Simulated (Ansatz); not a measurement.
A run of Ansatz 0.2.0 is set up as follows.

input.yaml

```yaml
crystal:
  lattice:
    - [-0.0282083, 2.10199665, 2.11345782]
    - [2.07162474, -0.03255139, 2.11780091]
    - [2.04296056, 2.07767556, -0.00388721]
  atoms:
    - { symbol: Ge, position: [0.0, 0.0, 0.0] }
hamiltonian:
  xc: lda
  pseudopotentials: { kind: paw }
kpoints:
  mp_grid: { grid: [6, 6, 6] }
scf:
  occupations: { method: fermi_dirac, width: 0.05 }
  n_extra_bands: 6
output:
  forces: true
  stress: true
  eigenvalues: true
  dos: { projected: true, de: 0.05, nscf_kmesh: { grid: [9, 9, 9] } }
```

Potentials or basis: Ansatz PAW.

Run with:

```bash
$ ansatz run input.yaml --threads 2 --pin off --max-ram 5632MiB --backend cpu --events-out ev --progress --plain --runs-dir out
```

Problem. Predict the density of states at the Fermi level.

Solution. 0.40 states/eV per cell.

Problem. What does it give for the band gap on the k mesh?

Solution. None (metal or under the smearing width).

Problem. Estimate the pressure.

Solution. 0.8 GPa.

Stress tensor (GPa, compression positive):
```
 0.28 -4.94 -0.05
-4.94  0.50 -0.91
-0.05 -0.91  1.59
```

Caveat: the k mesh is coarse (spacing up to 0.44 Å⁻¹), so the values aren't converged; the PAW data sets come from PBE, with cores solved anew for the run's functional, which leaves a small shift of forces and pressure; the density of states is complete only up to the lowest level of the last band computed.
